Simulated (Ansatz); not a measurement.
Crystal: Re.

```
Re
1.0
     2.76080    0.00000    0.00000
    -1.38040    2.39092    0.00000
     0.00000    0.00000    4.45820
Re
2
Direct
  0.66667 0.33333 0.75000
  0.33333 0.66667 0.25000
```

Base run:

| Item | Value |
| --- | --- |
| Program | Ansatz 0.2.0 |
| Functional | r2SCAN |
| Potentials or basis | Ansatz PAW |
| Cutoff | 500 eV |
| Density cutoff | 2000 eV |
| k mesh | 8 × 8 × 5 |
| Occupations | fermi-dirac, width 0.05 eV |
| Spin | spin-orbit coupling, no magnetisation |

Its results: band gap on the k mesh none (metal or under the smearing width); pressure 0.2 GPa.

After a change of settings the same cell gave: band gap on the k mesh none (metal or under the smearing width); pressure -3.6 GPa. Which change was it?
A. functional from r2SCAN to LDA; cutoff from 500 eV to 420 eV; density cutoff from 2000 eV to 1680 eV; k mesh from 8 × 8 × 5 to 11 × 11 × 6
B. functional from r2SCAN to LDA; cutoff from 500 eV to 420 eV; density cutoff from 2000 eV to 1680 eV
C. functional from r2SCAN to PBEsol; cutoff from 500 eV to 420 eV; density cutoff from 2000 eV to 1680 eV

C.

Caveats: the PAW data sets come from PBE, with cores solved anew for the run's functional, which leaves a small shift of forces and pressure.

Not every run made on this cell is shown here.
